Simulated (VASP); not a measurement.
# Se, surface energy: which settings are enough?

Se, slab, 9 atoms in the cell. PBE; PAW potentials Se (PBE set). VASP 6.6.1.

Wanted: surface energy, atoms not relaxed within 0.02 J/m²; face levels within 0.04 eV.

Crystal: Se, P3_121; Face: (0 0 1); Starting cell: bulk cell relaxed first with the same functional.

Face levels: vacuum level at each face, counted from the Fermi level.

The series start from vacuum (Å): 12; k spacing (1/Å): 0.35; Smearing SIGMA (eV): 0.05; Cutoff ENCUT (eV): 270; SCF threshold EDIFF (eV): 1e-6; PREC: Accurate; LREAL: .FALSE.; ALGO: Normal; atomic planes: 9. Each series keeps the choices made before it, and each single choice may use up half of a tolerance. Times cover all steps of a run.

## Vacuum (Å)

| Vacuum (Å) | Surface energy, atoms not relaxed (J/m²) | Face levels, largest deviation (eV) | Time (s) |
|---|---|---|---|
| 5 | 0.740 | 0.045 | 50 |
| 7 | 0.742 | 0.004 | 48 |
| 9 | 0.742 | 0.008 | 58 |
| 12 | 0.742 | 0.002 | 76 |
| 15 | 0.742 | 0.001 | 98 |
| 20 (reference) | 0.742 | 0.000 | 115 |

Chosen: 7, the loosest value from which every tighter one stays within half of the tolerance.

## k spacing (1/Å)

| k spacing (1/Å) | Surface energy, atoms not relaxed (J/m²) | Face levels, largest deviation (eV) | Time (s) |
|---|---|---|---|
| 0.8 | 0.721 | 0.073 | 32 |
| 0.6 | 0.721 | 0.073 | 32 |
| 0.45 | 0.753 | 0.011 | 46 |
| 0.35 | 0.742 | 0.026 | 48 |
| 0.25 | 0.736 | 0.002 | 82 |
| 0.2 (reference) | 0.736 | 0.000 | 122 |

Chosen: 0.25.

## Smearing SIGMA (eV)

| Smearing SIGMA (eV) | Surface energy, atoms not relaxed (J/m²) | Face levels, largest deviation (eV) | Time (s) |
|---|---|---|---|
| 0.2 | 0.736 | 0.036 | 69 |
| 0.1 | 0.737 | 0.016 | 81 |
| 0.05 | 0.736 | 0.007 | 82 |
| 0.02 (reference) | 0.736 | 0.000 | 87 |

Chosen: 0.1.

## Cutoff ENCUT (eV)

| Cutoff ENCUT (eV) | Surface energy, atoms not relaxed (J/m²) | Face levels, largest deviation (eV) | Time (s) |
|---|---|---|---|
| 170 | 0.733 | 0.009 | 41 |
| 210 | 0.736 | 0.002 | 53 |
| 240 | 0.736 | 0.001 | 64 |
| 270 | 0.737 | 0.001 | 81 |
| 320 | 0.737 | 0.000 | 83 |
| 380 (reference) | 0.737 | 0.000 | 108 |

Chosen: 170.

## SCF threshold EDIFF (eV)

| SCF threshold EDIFF (eV) | Surface energy, atoms not relaxed (J/m²) | Face levels, largest deviation (eV) | Time (s) |
|---|---|---|---|
| 0.001 | 0.732 | 0.023 | 24 |
| 0.0001 | 0.733 | 0.013 | 30 |
| 1e-5 | 0.733 | 0.008 | 36 |
| 1e-6 | 0.733 | 0.000 | 41 |
| 1e-7 (reference) | 0.733 | 0.000 | 44 |

Chosen: 0.0001.

## PREC

| PREC | Surface energy, atoms not relaxed (J/m²) | Face levels, largest deviation (eV) | Time (s) |
|---|---|---|---|
| Accurate | 0.733 | 0.000 | 30 |
| Normal | 0.735 | 0.000 | 19 |

Chosen: Normal, the fastest of those that stay within half of the tolerance.

## LREAL

| LREAL | Surface energy, atoms not relaxed (J/m²) | Face levels, largest deviation (eV) | Time (s) |
|---|---|---|---|
| .FALSE. | 0.735 | 0.000 | 19 |
| Auto | 0.734 | 0.000 | 22 |

Chosen: .FALSE.; no other choice that stays within half of the tolerance saves 30 % of the time.

## ALGO

| ALGO | Surface energy, atoms not relaxed (J/m²) | Face levels, largest deviation (eV) | Time (s) |
|---|---|---|---|
| Normal | 0.735 | 0.000 | 19 |
| Fast | 0.735 | 0.002 | 17 |
| All | 0.735 | 0.017 | 27 |

Chosen: Normal.

## Atomic planes

| Atomic planes | Surface energy, atoms not relaxed (J/m²) | Face levels, largest deviation (eV) | Time (s) |
|---|---|---|---|
| 6 | 0.725 | 0.095 | 12 |
| 9 | 0.735 | 0.005 | 19 |
| 12 (reference) | 0.733 | 0.000 | 27 |

Chosen: 9.

## All choices together

| Input | Surface energy, atoms not relaxed (J/m²) | Face levels, largest deviation (eV) | Time (s) |
|---|---|---|---|
| program defaults, thin vacuum, coarse mesh (naive) | 0.753 | 0.042 | 11 |
| chosen settings | 0.735 | 0.032 | 19 |
| reference settings throughout | 0.734 | 0.000 | 645 |

The tolerance is met.

Values of the reference run: Face levels: 5.584, 5.584 eV.

## The input

INCAR.step1:
```
SYSTEM = Se
PREC = Normal
ENCUT = 170
EDIFF = 1E-4
ISMEAR = 0
SIGMA = 0.1
LREAL = .FALSE.
LASPH = .TRUE.
ALGO = Normal
NELM = 120
LWAVE = .FALSE.
LCHARG = .FALSE.
GGA = PE
KPAR = 4
```

INCAR.step2, as INCAR.step1 but for:
```
+ LVHAR = .TRUE.
+ LVACPOTAV = .TRUE.
+ LDIPOL = .TRUE.
+ IDIPOL = 3
+ DIPOL = 0.5 0.5 0.5
```

KPOINTS.step1:
```
Automatic mesh
0
Gamma
  7 7 11
  0 0 0
```

KPOINTS.step2:
```
Automatic mesh
0
Gamma
  7 7 1
  0 0 0
```

POSCAR.step1:
```
Se
1.0
    4.5111927987      0.0000000000      0.0000000000
   -2.2555963993      3.9068075650      0.0000000000
    0.0000000000      0.0000000000      5.0482719382
Se
3
Direct
    0.7746000000      0.7746000000      0.0000000000
   -0.0056718675      0.2140562651      0.6666666700
    0.2140562651     -0.0056718675      0.3333333300
```

POSCAR.step2:
```
Se
1.0
    4.5111927987      0.0000000000      0.0000000000
   -2.2555963993      3.9068075650      0.0000000000
    0.0000000000      0.0000000000     20.4620584681
Se
9
Direct
    0.7746000000      0.7746000000      0.2532862128
   -0.0056718675      0.2140562651      0.1710482846
    0.2140562651     -0.0056718675      0.3355241410
    0.7746000000      0.7746000000      0.5000000000
   -0.0056718675      0.2140562651      0.4177620718
    0.2140562651     -0.0056718675      0.5822379282
    0.7746000000      0.7746000000      0.7467137872
   -0.0056718675      0.2140562651      0.6644758590
    0.2140562651     -0.0056718675      0.8289517154
```

Commands (each step's output is kept before the next begins):
```
cat potpaw_PBE.64/Se/POTCAR > POTCAR
cp INCAR.step1 INCAR
cp KPOINTS.step1 KPOINTS
cp POSCAR.step1 POSCAR
mpirun -np 4 vasp_std > vasp.out
rm WAVECAR CHG
cp INCAR.step2 INCAR
cp KPOINTS.step2 KPOINTS
cp POSCAR.step2 POSCAR
mpirun -np 4 vasp_std > vasp.out
```

Limits: The program found no field-free region, so the vacuum level is rough; the atoms keep their starting positions, so the number serves for convergence, not as the relaxed result.

The chosen input took VASP 6.6.1 19 s on 4 cores (AMD EPYC 7R43 (Zen 3)), a shared host.
